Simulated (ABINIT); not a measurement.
# Rh (Fm-3m) in ABINIT: further runs, part 2 of 2

ABINIT 10.8.3 (patched build). Earlier steps stand in the parts before.

## (4) Equation of state, PBE

run.abi

```
# Datasets: one volume each
ndtset 7
getwfk -1
scalecart1 3*0.9795861087
scalecart2 3*0.9864848297
scalecart3 3*0.9932883884
scalecart4 3*1.0000000000
scalecart5 3*1.0066227096
scalecart6 3*1.0131594038
scalecart7 3*1.0196128224

# Pseudopotentials
pp_dirpath "./"
pseudos "Rh.upf"

# Structure
acell 2.6839652093 2.6839652093 2.6839652093 Angstrom
rprim
     0.0000000000     0.7071067812     0.7071067812
     0.7071067812     0.0000000000     0.7071067812
     0.7071067812     0.7071067812     0.0000000000
ntypat 1
znucl 45
natom 1
typat 1
xred
     0.0000000000     0.0000000000     0.0000000000

# Plane-wave basis
ecut 44.0

# k points
kptopt 1
ngkpt 12 12 12
nshiftk 1
shiftk 0.0 0.0 0.0

# Exchange and correlation
ixc 11

# Bands and occupations
nband 13
occopt 3
tsmear 0.05 eV

# SCF cycle
nstep 100
tolvrs 1.0e-10

# Output
iomode 3
prtwf 1
prtden 0
prteig 0
prtebands 0
enunit 2
```

Potentials or basis: PseudoDojo NC SR PBE v0.4.1 standard.

Command:

```
> abinit run.abi > log 2>&1
```

run.abo:

```text
.Version 10.8.3 of ABINIT
 DATASET    1 : space group Fm -3 m (#225); Bravais cF (face-center cubic)
================================================================================
 Values of the parameters that define the memory need for DATASET  1.
     intxc =       0    ionmov =       0      iscf =       7    lmnmax =       6
     lnmax =       6     mgfft =      30  mpssoang =       3    mqgrid =    3001
     natom =       1  nloc_mem =       1    nspden =       1   nspinor =       1
    nsppol =       1      nsym =      48    n1xccc =    2501    ntypat =       1
    occopt =       3   xclevel =       2
       mpw =        1239          nfft =       27000          nkpt =          72
================================================================================
================================================================================
[... 61 lines left out ...]
 DATASET    7 : space group Fm -3 m (#225); Bravais cF (face-center cubic)
================================================================================
 Values of the parameters that define the memory need for DATASET  7.
     intxc =       0    ionmov =       0      iscf =       7    lmnmax =       6
     lnmax =       6     mgfft =      32  mpssoang =       3    mqgrid =    3001
     natom =       1  nloc_mem =       1    nspden =       1   nspinor =       1
    nsppol =       1      nsym =      48    n1xccc =    2501    ntypat =       1
    occopt =       3   xclevel =       2
       mpw =        1381          nfft =       32768          nkpt =          72
================================================================================
================================================================================
[... 1142 lines left out ...]
            acell      5.0719591770E+00  5.0719591770E+00  5.0719591770E+00 Bohr
           etotal1    -1.1728577236E+02
           etotal2    -1.1728734434E+02
           etotal3    -1.1728844161E+02
           etotal4    -1.1728911775E+02
           etotal5    -1.1728942058E+02
           etotal6    -1.1728939186E+02
           etotal7    -1.1728906970E+02
            fcart1    -0.0000000000E+00 -0.0000000000E+00 -0.0000000000E+00
            fcart2    -0.0000000000E+00 -0.0000000000E+00 -0.0000000000E+00
            fcart3     0.0000000000E+00  0.0000000000E+00  0.0000000000E+00
            fcart4    -0.0000000000E+00 -0.0000000000E+00 -0.0000000000E+00
            fcart5    -0.0000000000E+00 -0.0000000000E+00 -0.0000000000E+00
            fcart6     0.0000000000E+00  0.0000000000E+00  0.0000000000E+00
            fcart7    -0.0000000000E+00 -0.0000000000E+00 -0.0000000000E+00
            rprim1     0.0000000000E+00  6.9267198023E-01  6.9267198023E-01
                       6.9267198023E-01  0.0000000000E+00  6.9267198023E-01
                       6.9267198023E-01  6.9267198023E-01  0.0000000000E+00
[... 17 lines left out ...]
                       7.2097514092E-01  7.2097514092E-01  0.0000000000E+00
           strten1    -9.8576476571E-04 -9.8576476571E-04 -9.8576476571E-04
                       0.0000000000E+00  0.0000000000E+00  0.0000000000E+00
           strten2    -7.1325333062E-04 -7.1325333062E-04 -7.1325333062E-04
                       0.0000000000E+00  0.0000000000E+00  0.0000000000E+00
           strten3    -4.7128218111E-04 -4.7128218111E-04 -4.7128218111E-04
                       0.0000000000E+00  0.0000000000E+00  0.0000000000E+00
           strten4    -2.5653407049E-04 -2.5653407049E-04 -2.5653407049E-04
                       0.0000000000E+00  0.0000000000E+00  0.0000000000E+00
           strten5    -6.6085819258E-05 -6.6085819258E-05 -6.6085819258E-05
                       0.0000000000E+00  0.0000000000E+00  0.0000000000E+00
           strten6     1.0277959302E-04  1.0277959302E-04  1.0277959302E-04
                       0.0000000000E+00  0.0000000000E+00  0.0000000000E+00
           strten7     2.5234826037E-04  2.5234826037E-04  2.5234826037E-04
                       0.0000000000E+00  0.0000000000E+00  0.0000000000E+00
 Calculation completed.
```

Run time: 2.8 min. Hardware: 1 thread of Arm Neoverse V1, shared host; peak memory 0.11 GiB.

Results:

```
Equilibrium volume                      : 14.06 Å³/atom
Bulk modulus                            : 258 GPa
Pressure derivative of the bulk modulus : 5.2
```

Energy against volume, from the lowest point:
```csv
volume (Å³/atom),energy (meV/atom)
12.851,99.27
13.125,56.50
13.398,26.64
13.671,8.24
13.945,0.00
14.218,0.78
14.492,9.55
```

Caveat: pressures at fixed basis lie under the slope of the energies. PBE usually gives volumes a little too large and moduli too small.

## (5) Summary

```tsv
level	potentials or basis	cutoff (eV)	fine-grid cutoff	V0 of scaled cells (Å³/atom)	B0 (GPa)
PBE+D3(BJ)	JTH PAW PBE v2.0	435	870.764 eV	13.64	277
PBE+D2	JTH PAW PBE v2.0	435	870.764 eV	13.49	266
PBE	PseudoDojo NC SR PBE v0.4.1 standard	1197	-	14.06	258
```

Alike in all rows: task equation of state; no spin polarisation; cell as given; k mesh 12 × 12 × 12; smearing fermi-dirac 0.05 eV.

Caveats: pressures at fixed basis lie under the slope of the energies.

Absolute energies hang on the potentials; compare differences alone.

## (6) Against experiment

Step 2. Measured bulk modulus of Rh: 264 GPa (quoted in “Thermal equation of state of rhodium characterized by XRD in a resistively heated diamond anvil cell”, 2024, pmc:11535440). This calculation gives 277 GPa (+4.8 %). The fit is for a static lattice scaled at fixed shape and fixed fractional positions.

Step 3. A measured bulk modulus of Rh is 264 GPa (quoted in “Thermal equation of state of rhodium characterized by XRD in a resistively heated diamond anvil cell”, 2024, pmc:11535440); the calculated 266 GPa misses it by +0.7 %. The fit is for a static lattice scaled at fixed shape and fixed fractional positions.

Step 4. Against the measured bulk modulus of Rh, 264 GPa (quoted in “Thermal equation of state of rhodium characterized by XRD in a resistively heated diamond anvil cell”, 2024, pmc:11535440), the calculated 258 GPa is off by -2.1 %. The fit is for a static lattice scaled at fixed shape and fixed fractional positions.
